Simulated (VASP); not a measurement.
# Pt (Fm-3m) in VASP: further runs

One crystal, Pt, is run at these levels: LDA; tasks: relaxation of cell and atoms.

All numbers are computed with VASP 6.6.1; they aren't measurements. Logs are shortened: lines on timing, memory, paths and dates and some standing lists are left out, and cuts for length are marked.

## Step 1: Starting point

Symmetry: Fm-3m, No. 225, cubic system. The conventional cell has a = 3.922 Å, b = 3.922 Å, c = 3.922 Å, α = 90.00°, β = 90.00°, γ = 90.00°. Pt (site symmetry m-3m) has 12 Pt at 2.77 Å as nearest neighbours.

## Step 2: Relaxation of cell and atoms, LDA

The input, INCAR:

```
ALGO = Normal
EDIFF = 1E-7
EDIFFG = -0.002
ENCUT = 520
IBRION = 2
ISIF = 3
ISMEAR = 0
LASPH = T
LCHARG = F
LREAL = F
LWAVE = F
NELM = 80
NSW = 80
PREC = Accurate
SIGMA = 0.1
```

The input, KPOINTS:

```
k-points
0
Gamma
  18 18 18
```

The input, POSCAR:

```
Pt
1.0
    0.0000000000      1.9609000000      1.9609000000
    1.9609000000      0.0000000000      1.9609000000
    1.9609000000      1.9609000000      0.0000000000
Pt
1
Direct
    0.0000000000      0.0000000000      0.0000000000
```

Potentials or basis: VASP PAW LDA potentials, release 64 (Pt).

The run is started by

```console
cat potpaw_LDA.64/Pt/POTCAR > POTCAR
mpirun -np 1 vasp_std > vasp.out
```

OUTCAR:

```text
EDIFF = 1E-7
   EDIFFG = -0.002
   ENCUT = 520
   IBRION = 2
   ISIF = 3
   ISMEAR = 0
   LASPH = T
   LREAL = F
   NELM = 80
   NSW = 80
   PREC = Accurate

 ion  position               nearest neighbor table
   1  0.000  0.000  0.000-

  LATTYP: Found a face centered cubic cell.
 ALAT       =     3.9218000000

  Lattice vectors:

 A1 = (   0.0000000000,   1.9609000000,   1.9609000000)
 A2 = (   1.9609000000,   0.0000000000,   1.9609000000)
 A3 = (   1.9609000000,   1.9609000000,   0.0000000000)

Analysis of symmetry for initial positions (statically):
=====================================================================
 Subroutine PRICEL returns:
 Original cell was already a primitive cell.

 Routine SETGRP: Setting up the symmetry group for a
 face centered cubic supercell.

 Subroutine GETGRP returns: Found 48 space group operations
 (whereof 48 operations were pure point group operations)
 out of a pool of 48 trial point group operations.

The static configuration has the point symmetry O_h .

Analysis of symmetry for dynamics (positions and initial velocities):
=====================================================================
 Subroutine PRICEL returns:
 Original cell was already a primitive cell.

 Routine SETGRP: Setting up the symmetry group for a
 face centered cubic supercell.

 Subroutine GETGRP returns: Found 48 space group operations
 (whereof 48 operations were pure point group operations)
 out of a pool of 48 trial point group operations.

The dynamic configuration has the point symmetry O_h .

 Subroutine INISYM returns: Found 48 space group operations
 (whereof 48 operations are pure point group operations),
 and found     1 'primitive' translations

----------------------------------------------------------------------------------------

                                     Primitive cell

  volume of cell :      15.0798

  direct lattice vectors                    reciprocal lattice vectors
     0.000000000  1.960900000  1.960900000    -0.254984956  0.254984956  0.254984956
     1.960900000  0.000000000  1.960900000     0.254984956 -0.254984956  0.254984956
     1.960900000  1.960900000  0.000000000     0.254984956  0.254984956 -0.254984956

  length of vectors
     2.773131374  2.773131374  2.773131374     0.441646899  0.441646899  0.441646899

  position of ions in fractional coordinates (direct lattice)
[... 95 lines left out ...]
   IMIX   =      4    mixing-type and parameters
     AMIX     =   0.40;   BMIX     =  1.00
     AMIX_MAG =   1.60;   BMIX_MAG =  1.00
  volume/ion in A,a.u.               =      15.08       101.76
  Fermi-wavevector in a.u.,A,eV,Ry     =   1.427609  2.697791 27.729605  2.038068
  Thomas-Fermi vector in A             =   2.547760
   LORBIT       =      0    0 simple, 1 ext, 2 COOP (PROOUT), +10 PAW based schemes
   GGA     = CA    functional components
   LHFCALC =     F    Hartree Fock is set to
   AEXX    =    0.0000 exact exchange contribution
   IVDW    =     0    specifies the selected vdW correction
   LEPSILON=     F    determine dielectric tensor
   LRPA    =     F    only Hartree local field effects (RPA)
 conjugate gradient relaxation of ions
 non-spin polarized calculation
 Gauss-broadening in eV      SIGMA  =   0.10
  energy-cutoff  :      520.00
  volume of cell :       15.08
 maximum number of plane-waves:       419
 NGX is ok and might be reduce to    24
   NGX = 11   NGY = 11   NGZ = 11

--------------------------------------- Ionic step        1  -------------------------------------------

 number of electron      10.0000000 magnetization

 Free energy of the ion-electron system (eV)
  ---------------------------------------------------
  ext. energy  EPLUGINS =         0.00000000
  ---------------------------------------------------
  free energy    TOTEN  =        -7.50235183 eV

  energy without entropy =       -7.49167289  energy(sigma->0) =       -7.49701236

------------------------ aborting loop because EDIFF is reached ----------------------------------------

  FORCE on cell =-STRESS in cart. coord.  units (eV):
  Direction    XX          YY          ZZ          XY          YZ          ZX
  --------------------------------------------------------------------------------------
  -------------------------------------------------------------------------------------
  Total       -0.5233765     -0.5233765     -0.5233765      0.0000000      0.0000000     -0.0000000
  in kB      -55.6068714    -55.6068714    -55.6068714      0.0000000      0.0000000     -0.0000000
  external PRESSURE =     -55.6068714 kB  Pullay stress =       0.0000000 kB
[... 92 lines left out ...]
--------------------------------------- Ionic step        4  -------------------------------------------

 number of electron       9.9999999 magnetization

 Free energy of the ion-electron system (eV)
  ---------------------------------------------------
  ext. energy  EPLUGINS =         0.00000000
  ---------------------------------------------------
  free energy    TOTEN  =        -7.50739976 eV

  energy without entropy =       -7.49704794  energy(sigma->0) =       -7.50222385

 E-fermi :  11.5187     XC(G=0): -13.7989

 val. band max:       11.5139675480   @ k =  -0.3333   0.3889   0.1111
 cond. band min:      11.5315270416   @ k =   0.3889   0.2222   0.0000
 fundamental gap:      0.0175594936
 Fermi energy:        11.5187372381

 k-point     1 :       0.0000    0.0000    0.0000
  band No.  band energies     occupation
      1       1.0537      2.00000
      2       7.5757      2.00000
      3       7.5757      2.00000
      4       7.5757      2.00000
      5       9.8374      2.00000
      6       9.8374      2.00000
      7      26.0813      0.00000
      8      31.1111      0.00000
      9      31.1111      0.00000
[... 265 lines left out ...]
 k-point    24 :      -0.2222    0.0556    0.0000
  band No.  band energies     occupation
      1       3.1302      2.00000
      2       7.0717      2.00000
      3       7.9867      2.00000
      4       8.0555      2.00000
      5       9.6240      2.00000
      6      10.3330      2.00000
      7      25.2935      0.00000
      8      28.1045      0.00000
      9      32.7368      0.00000

 [... further k-points ...]

------------------------ aborting loop because EDIFF is reached ----------------------------------------

  FORCE on cell =-STRESS in cart. coord.  units (eV):
  Direction    XX          YY          ZZ          XY          YZ          ZX
  --------------------------------------------------------------------------------------
  -------------------------------------------------------------------------------------
  Total       -0.0013929     -0.0013929     -0.0013929      0.0000000      0.0000000      0.0000000
  in kB       -0.1508334     -0.1508334     -0.1508334      0.0000000      0.0000000      0.0000000
  external PRESSURE =      -0.1508334 kB  Pullay stress =       0.0000000 kB
[... 16 lines left out ...]
  FREE ENERGIE OF THE ION-ELECTRON SYSTEM (eV)
  ---------------------------------------------------
  free  energy   TOTEN  =        -7.5073997581 eV

  energy  without entropy=       -7.4970479373  energy(sigma->0) =       -7.50222385

 reached required accuracy - stopping structural energy minimisation
```

OSZICAR:

```text
N       E                     dE             d eps       ncg     rms          rms(c)
DAV:   1     0.349223090461E+02    0.34922E+02   -0.55429E+03  3679   0.104E+03
DAV:   2    -0.753384893823E+01   -0.42456E+02   -0.40642E+02  3687   0.186E+02
[... 29 lines left out ...]
   3 F= -.75073970E+01 E0= -.75022175E+01  d E =-.504516E-02
       N       E                     dE             d eps       ncg     rms          rms(c)
DAV:   1    -0.750741415029E+01   -0.17164E-04   -0.33800E-04  3568   0.198E-01    0.273E-02
DAV:   2    -0.750740044494E+01    0.13705E-04   -0.41463E-05  3529   0.577E-02    0.108E-02
DAV:   3    -0.750739970811E+01    0.73683E-06   -0.37668E-06  3668   0.163E-02    0.565E-03
DAV:   4    -0.750739975807E+01   -0.49956E-07   -0.15397E-07  3678   0.297E-03
   4 F= -.75073998E+01 E0= -.75022238E+01  d E =-.504793E-02
```

CONTCAR:

```text
Pt
   1.00000000000000
     0.0000000000000000    1.9484906281437990    1.9484906281437990
     1.9484906281437990    0.0000000000000000    1.9484906281437990
     1.9484906281437990    1.9484906281437990    0.0000000000000000
  Pt
     1
Direct
     1.0000000000000000    0.0000000000000000    1.0000000000000000

  0.00000000E+00  0.00000000E+00  0.00000000E+00
```

It took 85 s on 1 thread of Intel Xeon Platinum 8375C at 2.90GHz (Ice Lake), shared host; peak memory 0.16 GiB.

What came out:

```
Free energy                            : -7.5074 eV
Relaxed volume                         : 14.80 Å³/atom
Relaxed cell                           : a = 2.756 Å, b = 2.756 Å, c = 2.756 Å, α = 60.00°, β = 60.00°, γ = 60.00°
Space group after relaxing (to 0.05 Å) : Fm-3m (No. 225)
Energy gained by relaxing              : 5.0 meV/atom
Ionic steps                            : 4
Pressure after relaxing                : 0.0 GPa
Band gap on the k mesh                 : none (metal or under the smearing width)
```

The path:
| step | energy change (eV) | largest force (eV/Å) | pressure (GPa) | volume (Å³) |
| --- | --- | --- | --- | --- |
| 1 | 0.0000 | 0.0000 | -5.56 | 15.08 |
| 2 | 0.0452 | 0.0000 | 20.64 | 13.97 |
| 3 | -0.0050 | 0.0000 | -0.14 | 14.80 |
| 4 | -0.0050 | 0.0000 | -0.02 | 14.80 |

Final structure:
```xyz
1
Lattice="0.0000 1.9485 1.9485 1.9485 0.0000 1.9485 1.9485 1.9485 0.0000" Properties=species:S:1:pos:R:3 pbc="T T T"
Pt    1.9485    3.8970    1.9485
```

The run has no spin-orbit coupling, so splittings on Pt are missing. Zero-point motion and thermal expansion aren't in these numbers.

## Step 3: Relaxation of cell and atoms, LDA

This run uses another cell than the first one, of 14.80 Å³/atom, 0.981 times its volume.

INCAR is that of step 2.

KPOINTS is that of step 2.

The input, POSCAR:

```
Pt                                      
1.0
    0.0000000000      1.9484906281      1.9484906281
    1.9484906281      0.0000000000      1.9484906281
    1.9484906281      1.9484906281      0.0000000000
  Pt            
     1
Direct
     1.0000000000000000    0.0000000000000000    1.0000000000000000
```

Potentials or basis: VASP PAW LDA potentials, release 64 (Pt).

The run is started by

```console
cat potpaw_LDA.64/Pt/POTCAR > POTCAR
mpirun -np 1 vasp_std > vasp.out
```

OUTCAR:

```text
EDIFF = 1E-7
   EDIFFG = -0.002
   ENCUT = 520
   IBRION = 2
   ISIF = 3
   ISMEAR = 0
   LASPH = T
   LREAL = F
   NELM = 80
   NSW = 80
   PREC = Accurate

 ion  position               nearest neighbor table
   1  0.000  0.000  0.000-

  LATTYP: Found a face centered cubic cell.
 ALAT       =     3.8969812562

  Lattice vectors:

 A1 = (   0.0000000000,   1.9484906281,   1.9484906281)
 A2 = (   1.9484906281,   0.0000000000,   1.9484906281)
 A3 = (   1.9484906281,   1.9484906281,   0.0000000000)

Analysis of symmetry for initial positions (statically):
=====================================================================
 Subroutine PRICEL returns:
 Original cell was already a primitive cell.

 Routine SETGRP: Setting up the symmetry group for a
 face centered cubic supercell.

 Subroutine GETGRP returns: Found 48 space group operations
 (whereof 48 operations were pure point group operations)
 out of a pool of 48 trial point group operations.

The static configuration has the point symmetry O_h .

Analysis of symmetry for dynamics (positions and initial velocities):
=====================================================================
 Subroutine PRICEL returns:
 Original cell was already a primitive cell.

 Routine SETGRP: Setting up the symmetry group for a
 face centered cubic supercell.

 Subroutine GETGRP returns: Found 48 space group operations
 (whereof 48 operations were pure point group operations)
 out of a pool of 48 trial point group operations.

The dynamic configuration has the point symmetry O_h .

 Subroutine INISYM returns: Found 48 space group operations
 (whereof 48 operations are pure point group operations),
 and found     1 'primitive' translations

----------------------------------------------------------------------------------------

                                     Primitive cell

  volume of cell :      14.7953

  direct lattice vectors                    reciprocal lattice vectors
[... 110 lines left out ...]
   GGA     = CA    functional components
   LHFCALC =     F    Hartree Fock is set to
   AEXX    =    0.0000 exact exchange contribution
   IVDW    =     0    specifies the selected vdW correction
   LEPSILON=     F    determine dielectric tensor
   LRPA    =     F    only Hartree local field effects (RPA)
 conjugate gradient relaxation of ions
 non-spin polarized calculation
 Gauss-broadening in eV      SIGMA  =   0.10
  energy-cutoff  :      520.00
  volume of cell :       14.80
 maximum number of plane-waves:       411
   NGX = 11   NGY = 11   NGZ = 11

 number of electron      10.0000000 magnetization

 Free energy of the ion-electron system (eV)
  ---------------------------------------------------
  ext. energy  EPLUGINS =         0.00000000
  ---------------------------------------------------
  free energy    TOTEN  =        -7.50713481 eV

  energy without entropy =       -7.49678299  energy(sigma->0) =       -7.50195890

 E-fermi :  11.5187     XC(G=0): -13.7989

 val. band max:       11.5139457190   @ k =  -0.3333   0.3889   0.1111
 cond. band min:      11.5315210651   @ k =   0.3889   0.2222   0.0000
 fundamental gap:      0.0175753461
 Fermi energy:        11.5187183675

 k-point     1 :       0.0000    0.0000    0.0000
  band No.  band energies     occupation
      1       1.0537      2.00000
      2       7.5757      2.00000
      3       7.5757      2.00000
      4       7.5757      2.00000
      5       9.8373      2.00000
      6       9.8373      2.00000
      7      26.0813      0.00000
      8      31.1111      0.00000
      9      31.1111      0.00000
[... 265 lines left out ...]
 k-point    24 :      -0.2222    0.0556    0.0000
  band No.  band energies     occupation
      1       3.1302      2.00000
      2       7.0717      2.00000
      3       7.9867      2.00000
      4       8.0556      2.00000
      5       9.6240      2.00000
      6      10.3330      2.00000
      7      25.2935      0.00000
      8      28.1045      0.00000
      9      32.7368      0.00000

 [... further k-points ...]

------------------------ aborting loop because EDIFF is reached ----------------------------------------

  FORCE on cell =-STRESS in cart. coord.  units (eV):
  Direction    XX          YY          ZZ          XY          YZ          ZX
  --------------------------------------------------------------------------------------
  -------------------------------------------------------------------------------------
  Total       -0.0005860     -0.0005860     -0.0005860      0.0000000     -0.0000000      0.0000000
  in kB       -0.0634573     -0.0634573     -0.0634573      0.0000000     -0.0000000      0.0000000
  external PRESSURE =      -0.0634573 kB  Pullay stress =       0.0000000 kB

 VOLUME and BASIS-vectors are now :
 -----------------------------------------------------------------------------
  energy-cutoff  :      520.00
  volume of cell :       14.80
      direct lattice vectors                 reciprocal lattice vectors
     0.000000000  1.948490628  1.948490628    -0.256608881  0.256608881  0.256608881
     1.948490628  0.000000000  1.948490628     0.256608881 -0.256608881  0.256608881
     1.948490628  1.948490628  0.000000000     0.256608881  0.256608881 -0.256608881

 POSITION                                       TOTAL-FORCE (eV/Angst)
 -----------------------------------------------------------------------------------
      0.00000      0.00000      0.00000         0.000000     -0.000000      0.000000
 -----------------------------------------------------------------------------------
    total drift:                                0.000000      0.000000      0.000000

  FREE ENERGIE OF THE ION-ELECTRON SYSTEM (eV)
  ---------------------------------------------------
  free  energy   TOTEN  =        -7.5071348105 eV

  energy  without entropy=       -7.4967829862  energy(sigma->0) =       -7.50195890

 reached required accuracy - stopping structural energy minimisation
```

OSZICAR:

```text
N       E                     dE             d eps       ncg     rms          rms(c)
DAV:   1     0.362365751201E+02    0.36237E+02   -0.55374E+03  3663   0.103E+03
DAV:   2    -0.747506681343E+01   -0.43712E+02   -0.41927E+02  3709   0.188E+02
DAV:   3    -0.794261830248E+01   -0.46755E+00   -0.45434E+00  4111   0.196E+01
DAV:   4    -0.794409239248E+01   -0.14741E-02   -0.14740E-02  4081   0.120E+00
DAV:   5    -0.794410180257E+01   -0.94101E-05   -0.94089E-05  3959   0.860E-02    0.140E+01
DAV:   6    -0.755698325593E+01    0.38712E+00   -0.10067E+00  3595   0.905E+00    0.719E+00
DAV:   7    -0.751193642690E+01    0.45047E-01   -0.16389E-01  3712   0.350E+00    0.263E+00
DAV:   8    -0.750733450902E+01    0.46019E-02   -0.72107E-03  3762   0.918E-01    0.578E-01
DAV:   9    -0.750713111187E+01    0.20340E-03   -0.20056E-04  3732   0.153E-01    0.101E-02
DAV:  10    -0.750713471685E+01   -0.36050E-05   -0.24269E-06  4009   0.119E-02    0.260E-03
DAV:  11    -0.750713481045E+01   -0.93609E-07   -0.51123E-08  3235   0.234E-03
   1 F= -.75071348E+01 E0= -.75019589E+01  d E =-.750713E+01
```

CONTCAR:

```text
Pt
   1.00000000000000
     0.0000000000000000    1.9484906281000001    1.9484906281000001
     1.9484906281000001    0.0000000000000000    1.9484906281000001
     1.9484906281000001    1.9484906281000001    0.0000000000000000
  Pt
     1
Direct
     0.0000000000000000    0.0000000000000000    0.0000000000000000

  0.00000000E+00  0.00000000E+00  0.00000000E+00
```

It took 24 s on 1 thread of Intel Xeon Platinum 8375C at 2.90GHz (Ice Lake), shared host; peak memory 0.14 GiB.

What came out:

```yaml
Free_energy: -7.5071 eV
Pressure_after_relaxing: 0.0 GPa
Band_gap_on_the_k_mesh: none (metal or under the smearing width)
```

Final structure:
```
Pt
1.0
     0.00000    1.94849    1.94849
     1.94849    0.00000    1.94849
     1.94849    1.94849    0.00000
Pt
1
Cartesian
  0.0000 0.0000 0.0000
```

Caveat: the relaxation stopped at its first step, so nothing moved.
